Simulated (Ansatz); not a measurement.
# Hg3P2: the cost of one run

Computed with Ansatz 0.2.0 (DFT PBE, scalar-relativistic, plane waves, PAW, unless a step's input says otherwise).

**1. Starting point**

It takes space group R-3m (No. 166, trigonal). The conventional cell has a = 7.237 Å, b = 7.237 Å, c = 10.798 Å, α = 90.00°, β = 90.00°, γ = 120.00°. Hg (site symmetry 2/m) has 2 P at 2.45 Å as nearest neighbours. P (site symmetry 3m) has 3 Hg at 2.45 Å as nearest neighbours.

As a file:

```
Hg P
1.0
     3.61873    2.08927    3.59922
    -3.61873    2.08927    3.59922
     0.00000   -4.17855    3.59922
Hg P
3 2
Direct
  0.50000 0.00000 0.00000
  0.00000 0.50000 0.00000
  0.00000 0.00000 0.50000
  0.28435 0.28435 0.28435
  0.71565 0.71565 0.71565
```

It is the end of an earlier relaxation with the same method, from a database cell with other species swapped in; it is a trial structure. At a tolerance of 0.02 Å it has space group R-3m (No. 166); it has 32.65 Å³/atom, an uncorrected energy of +0.08 eV/atom over the elements and, on its mesh, gap 1.81 eV.

**2. Point at V/V0 = 0.97**

input.yaml

```yaml
crystal:
  lattice:
    - [3.5821720439, 2.0681679938, 3.5628620121]
    - [-3.5821720439, 2.0681679938, 3.5628620121]
    - [0.0, -4.1363359876, 3.5628620121]
  atoms:
    - { symbol: Hg, position: [0.5, 0.0, 0.0] }
    - { symbol: Hg, position: [0.0, 0.5, 0.0] }
    - { symbol: Hg, position: [0.0, 0.0, 0.5] }
    - { symbol: P, position: [0.2843539437, 0.2843539437, 0.2843539437] }
    - { symbol: P, position: [0.7156460563, 0.7156460563, 0.7156460563] }
basis:
  ecutwfc: 420
kpoints:
  mp_grid: { grid: [6, 6, 6] }
hamiltonian:
  xc: pbe
scf:
  occupations: { method: gaussian, width: 0.02 }
output:
  forces: true
  stress: true
  eigenvalues: true
relax:
  adjacent_minimum: "off"
  f_tol: 0.01
  max_steps: 30
  cell: { stress_tol: 0.1, fix: [volume] }
```

The run is started by

```
ansatz run input.yaml --threads 1 --pin off --max-ram 2560MiB --backend cpu --events-out ev --progress --plain --runs-dir out
```

**Question.** How long does this run take on 1 thread of Arm Neoverse V1, shared host, and how much memory does it need?

About 47 s, with a peak of 0.47 GiB.
